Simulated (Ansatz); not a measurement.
# HfO2: the cost of one run

Program: Ansatz 0.2.0. Level of theory: DFT PBE, scalar-relativistic, plane waves, PAW. These are calculated values, not measurements.

## Step 1: The structure to begin with

It takes space group P4_2/mnm (No. 136, tetragonal). Conventional cell: a = 4.814 Å, b = 4.814 Å, c = 3.205 Å, α = 90.00°, β = 90.00°, γ = 90.00°. Around Hf (site symmetry mmm) lie 6 O at 2.08 Å. O (site symmetry m2m) has 3 Hf at 2.08 Å as nearest neighbours.

Structure file:

```xyz
48
Lattice="-4.8135 -4.8135 3.2054 -4.8135 4.8135 3.2054 -9.6271 0.0000 -6.4108" Properties=species:S:1:pos:R:3 pbc="T T T"
Hf    0.0000    0.0000    0.0000
Hf   -9.6271    0.0000   -3.2054
Hf   -4.8135    0.0000    3.2054
Hf   -9.6271    0.0000    0.0000
Hf   -9.6271    0.0000    3.2054
Hf  -14.4406    0.0000    0.0000
Hf   -4.8135    0.0000   -3.2054
Hf   -4.8135    0.0000    0.0000
Hf  -12.0338   -2.4068   -1.6027
Hf   -7.2203    2.4068   -1.6027
Hf  -12.0338    2.4068   -1.6027
Hf   -7.2203    2.4068    1.6027
Hf   -2.4068   -2.4068    1.6027
Hf   -7.2203   -2.4068   -1.6027
Hf   -7.2203   -2.4068    1.6027
Hf   -2.4068    2.4068    1.6027
O   -13.5022   -0.9384   -1.6027
O   -13.5022   -0.9384    1.6027
O   -13.5022    3.8751   -1.6027
O    -8.6886    3.8751    1.6027
O    -3.8751   -0.9384    1.6027
O    -8.6886   -0.9384   -1.6027
O    -8.6886   -0.9384    1.6027
O    -8.6886   -0.9384    4.8081
O   -12.9723   -3.3452   -3.2054
O    -8.1587    1.4683   -3.2054
O   -12.9723    1.4683   -3.2054
O    -8.1587    1.4683    0.0000
O    -8.1587    1.4683    3.2054
O   -12.9723    1.4683    0.0000
O    -8.1587   -3.3452    0.0000
O    -3.3452    1.4683    0.0000
O   -11.0954   -1.4683   -3.2054
O   -11.0954   -1.4683    0.0000
O   -15.9089   -1.4683    0.0000
O   -11.0954   -1.4683    3.2054
O    -6.2819    3.3452    3.2054
O   -11.0954    3.3452    0.0000
O    -6.2819   -1.4683    0.0000
O    -6.2819   -1.4683    3.2054
O   -10.5655   -3.8751   -1.6027
O    -5.7520    0.9384   -1.6027
O   -10.5655    0.9384   -1.6027
O    -5.7520    0.9384    1.6027
O   -15.3790    0.9384   -1.6027
O   -10.5655    0.9384    1.6027
O    -5.7520   -3.8751    1.6027
O   -10.5655    0.9384   -4.8081
```

The runs take a perfect supercell of 48 atoms; the defect goes to fractional position (0.417, 0.750, 0.333).

## Step 2: The perfect supercell

input.yaml reads:

```yaml
crystal:
  lattice:
    - [-4.813533, -4.813533, 3.205415]
    - [-4.813533, 4.813533, 3.205415]
    - [-9.627066, 0.0, -6.410831]
  atoms:
    - { symbol: Hf, position: [0.0, 0.0, 0.0] }
    - { symbol: Hf, position: [0.25, 0.25, 0.75] }
    - { symbol: Hf, position: [0.5, 0.5, 0.0] }
    - { symbol: Hf, position: [0.5, 0.5, 0.5] }
    - { symbol: Hf, position: [0.75, 0.75, 0.25] }
    - { symbol: Hf, position: [0.75, 0.75, 0.75] }
    - { symbol: Hf, position: [0.0, 0.0, 0.5] }
    - { symbol: Hf, position: [0.25, 0.25, 0.25] }
    - { symbol: Hf, position: [0.75, 0.25, 0.75] }
    - { symbol: Hf, position: [0.0, 0.5, 0.5] }
    - { symbol: Hf, position: [0.25, 0.75, 0.75] }
    - { symbol: Hf, position: [0.25, 0.75, 0.25] }
    - { symbol: Hf, position: [0.5, 0.0, 0.0] }
    - { symbol: Hf, position: [0.5, 0.0, 0.5] }
    - { symbol: Hf, position: [0.75, 0.25, 0.25] }
    - { symbol: Hf, position: [0.0, 0.5, 0.0] }
    - { symbol: O, position: [0.673739, 0.478783, 0.826261] }
    - { symbol: O, position: [0.923739, 0.728783, 0.576261] }
    - { symbol: O, position: [0.173739, 0.978783, 0.826261] }
    - { symbol: O, position: [0.173739, 0.978783, 0.326261] }
    - { symbol: O, position: [0.423739, 0.228783, 0.076261] }
    - { symbol: O, position: [0.423739, 0.228783, 0.576261] }
    - { symbol: O, position: [0.673739, 0.478783, 0.326261] }
    - { symbol: O, position: [0.923739, 0.728783, 0.076261] }
    - { symbol: O, position: [0.771216, 0.076261, 0.923739] }
    - { symbol: O, position: [0.021216, 0.326261, 0.673739] }
    - { symbol: O, position: [0.271216, 0.576261, 0.923739] }
    - { symbol: O, position: [0.271216, 0.576261, 0.423739] }
    - { symbol: O, position: [0.521216, 0.826261, 0.173739] }
    - { symbol: O, position: [0.521216, 0.826261, 0.673739] }
    - { symbol: O, position: [0.771216, 0.076261, 0.423739] }
    - { symbol: O, position: [0.021216, 0.326261, 0.173739] }
    - { symbol: O, position: [0.478784, 0.173739, 0.826261] }
    - { symbol: O, position: [0.728784, 0.423739, 0.576261] }
    - { symbol: O, position: [0.978784, 0.673739, 0.826261] }
    - { symbol: O, position: [0.978784, 0.673739, 0.326261] }
    - { symbol: O, position: [0.228784, 0.923739, 0.076261] }
    - { symbol: O, position: [0.228784, 0.923739, 0.576261] }
    - { symbol: O, position: [0.478784, 0.173739, 0.326261] }
    - { symbol: O, position: [0.728784, 0.423739, 0.076261] }
    - { symbol: O, position: [0.826261, 0.021217, 0.673739] }
    - { symbol: O, position: [0.076261, 0.271217, 0.423739] }
    - { symbol: O, position: [0.326261, 0.521217, 0.673739] }
    - { symbol: O, position: [0.326261, 0.521217, 0.173739] }
    - { symbol: O, position: [0.576261, 0.771217, 0.923739] }
    - { symbol: O, position: [0.576261, 0.771217, 0.423739] }
    - { symbol: O, position: [0.826261, 0.021217, 0.173739] }
    - { symbol: O, position: [0.076261, 0.271217, 0.923739] }
basis:
  ecutwfc: 420
  fft_grid_basis: typed
kpoints:
  mp_grid: { grid: [2, 2, 1] }
hamiltonian:
  xc: pbe
  pseudopotentials: { kind: paw }
scf:
  occupations: { method: gaussian, width: 0.05 }
output:
  forces: true
  stress: false
  eigenvalues: true
  bader: false
  write_density: true
  volumetric_format: npy
```

The run is started by

```console
$ ansatz run input.yaml --threads 4 --pin off --max-ram 10240MiB --backend cpu --events-out ev --progress --plain --runs-dir out
```

**Question.** How long does this run take on 4 threads of Arm Neoverse N1, shared host, and how much memory does it need?

About 23 s, with a peak of 2.8 GiB.
